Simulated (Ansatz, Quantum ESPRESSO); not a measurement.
Au3Cu: changing the pressure

The cell as given:

```cif
data_structure
_symmetry_space_group_name_H-M 'Pm-3m'
_symmetry_Int_Tables_number 221
_cell_length_a 3.9800
_cell_length_b 3.9800
_cell_length_c 3.9800
_cell_angle_alpha 90.000
_cell_angle_beta 90.000
_cell_angle_gamma 90.000
_cell_volume 63.04
loop_
_atom_site_label
_atom_site_type_symbol
_atom_site_symmetry_multiplicity
_atom_site_Wyckoff_symbol
_atom_site_fract_x
_atom_site_fract_y
_atom_site_fract_z
_atom_site_occupancy
Au1 Au 3 c 0.50000 0.50000 0.00000 1
Cu1 Cu 1 a 0.00000 0.00000 0.00000 1
```

Kept alike: task relaxation of cell and atoms; functional PBEsol; k mesh 7 × 7 × 7; occupations fermi-dirac, width 0.05 eV; no spin polarisation. Program: Quantum ESPRESSO, GBRV 1.5 PBEsol, cutoff 871 eV. The mesh is that of the run's cell of 4 atoms. No spin-orbit coupling.

| pressure, P (GPa) | volume (Å³/atom) |
| --- | --- |
| 0 | 15.641 |
| 2 | 15.468 |
| 5 | 15.233 |
| 10 | 14.886 |
| 20 | 14.314 |
| 30 | 13.852 |

The relaxations keep at least the cell's symmetry (Pm-3m). For a metal such a mesh leaves the last digits unconverged. The runs follow the start's structure, whether or not it is the stable one at these pressures. P is the pressure aimed at, which the runs meet within some hundredths to tenths of a GPa.

The volume falls from 15.641 to 13.852 Å³/atom between 0 and 30 GPa. The volume falls ever more slowly, since the solid stiffens under load. At the pressures aimed at, which the runs meet within some tenths of a GPa, the step from 0 to 5 GPa gives a mean bulk modulus near 189 GPa, the last step 305 GPa. A twin series (Ansatz, all-electron LAPW, scalar-relativistic) moves it by -1.8032 between 0 and 30, against -1.7890 Å³/atom here.
